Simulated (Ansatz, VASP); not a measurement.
## Li in VASP and in Ansatz

```
Li
1.0
     3.35434    0.00000    0.00000
     0.00000    3.35434    0.00000
     0.00000    0.00000   17.00000
Li
4
Direct
  0.00000 0.00000 0.56884
  0.00000 0.00000 0.43116
  0.00000 0.50000 0.50000
  0.50000 0.00000 0.50000
```

Alike in both runs: task single point; functional PBE; k mesh 6 × 6 × 1; occupations gaussian, width 0.1 eV; no spin polarisation.

```csv
,VASP,Ansatz
version,VASP 6.6.1,Ansatz 0.2.0
potentials or method,"VASP PAW PBE potentials, release 64 (Li_sv)","scalar-relativistic, plane waves, PAW"
plane-wave cutoff (eV),520,420
valence electrons in the cell,12,12
```

```tsv
	VASP	Ansatz	Ansatz less VASP
gap on the k mesh at the Fermi level (eV)	none	none	-
rms of the force components (eV/Å)	1.821	1.808	-0.0129
```

Atom by atom the forces differ by 0.013 eV/Å (rms over components). A gap of «none» marks a metal or a gap that the smearing closes. Ansatz warned: «slab_cell_height_set».
